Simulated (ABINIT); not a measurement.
**Pt: band structure with PBEsol**

Crystal: Pt.

```
Pt
1.0
     2.76067    0.00000    0.00000
    -1.38033    2.39081    0.00000
     0.00000    0.00000    4.79213
Pt
2
Direct
  0.33333 0.66667 0.25000
  0.66667 0.33333 0.75000
```

This isn't the form of Pt at room conditions, which is fcc.

```
Program             : ABINIT 10.8.3 (patched build)
Task                : band structure
Functional          : PBEsol
Potentials or basis : PseudoDojo NC SR PBEsol v0.4.1 standard
Cutoff              : 1143 eV
k mesh              : 11 × 11 × 6
Occupations         : fermi-dirac, width 0.05 eV
Spin                : no spin polarisation
```

The pressure is -11.1 GPa and the band gap on the k mesh is none (metal or under the smearing width). The valence electrons inside the program's atomic spheres are Pt 14.46 (radii [1.0584] Å).

Stress tensor (GPa, compression positive):
```
-10.78   0.00   0.00
  0.00 -10.78   0.00
  0.00   0.00 -11.86
```

Levels at the corners of the path, in eV from the Fermi level:
```
point  band 15  band 16  band 17  band 18  band 19  band 20  band 21  band 22
    Γ    -3.05    -1.79    -1.79    -0.80    -0.21    -0.21     4.62    15.04
    M    -2.63     0.02     0.31     0.51     2.24     3.70     7.20     8.76
    K    -2.57    -0.75    -0.75    -0.71     4.35     4.35     5.80    11.69
    Γ    -3.05    -1.79    -1.79    -0.80    -0.21    -0.21     4.62    15.04
    A    -3.41    -3.41    -0.78    -0.78    -0.78    -0.78    11.84    11.84
    L    -0.88    -0.88     0.42     0.42     1.65     1.65     6.41     6.41
    H    -2.39    -2.39    -0.17    -0.17     6.48     6.48     6.54     6.54
    A    -3.41    -3.41    -0.78    -0.78    -0.78    -0.78    11.84    11.84
```

Wall time 3.5 min on 1 thread of Intel(R) Xeon(R) Platinum 8259CL CPU @ 2.50GHz (Skylake/Cascade Lake), on a shared host, peak memory 0.14 GiB.

Caveat: spin-orbit coupling is left out, which moves the levels of the heavy elements.
